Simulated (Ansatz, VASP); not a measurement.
# Two plane-wave programs on TaN

```
Ta N
1.0
     0.00000    2.19188    2.19188
     2.19188    0.00000    2.19188
     2.19188    2.19188    0.00000
Ta N
1 1
Direct
  0.49566 0.50434 0.50434
  0.05612 0.94388 0.94388
```

Change from the starting cell: mode 4 frozen in at -0.244 Å, equal normal strain along x, y and z +0.0083.

Alike in both runs: task single point; functional LDA; k mesh 18 × 18 × 18; occupations gaussian, width 0.15 eV; no spin polarisation.

|  | VASP | Ansatz |
| --- | --- | --- |
| version | VASP 6.6.1 | Ansatz 0.2.0 |
| potentials or method | VASP PAW LDA potentials, release 64 (Ta_pv, N) | scalar-relativistic, plane waves, PAW |
| plane-wave cutoff (eV) | 520 | 520 |
| valence electrons in the cell | 16 | 18 |

```csv
,VASP,Ansatz,Ansatz less VASP
gap on the k mesh at the Fermi level (eV),none,none,-
pressure (GPa),6.0,3.8,-2.22
largest component of the traceless stress (GPa),23.97,23.49,-0.475
rms of the force components (eV/Å),1.801,1.763,-0.0382
```

Atom by atom the forces differ by 0.038 eV/Å (rms over components). A gap of «none» marks a metal or a gap that the smearing closes. The two sets of potentials don't hold the same shells in valence. Ansatz warned: «pseudo_functional_mismatch».

Caveats: forces of over 1 eV/Å show positions far from the minimum, so gaps and moduli don't describe the material at rest. The runs have no spin-orbit coupling, so splittings on Ta are missing.
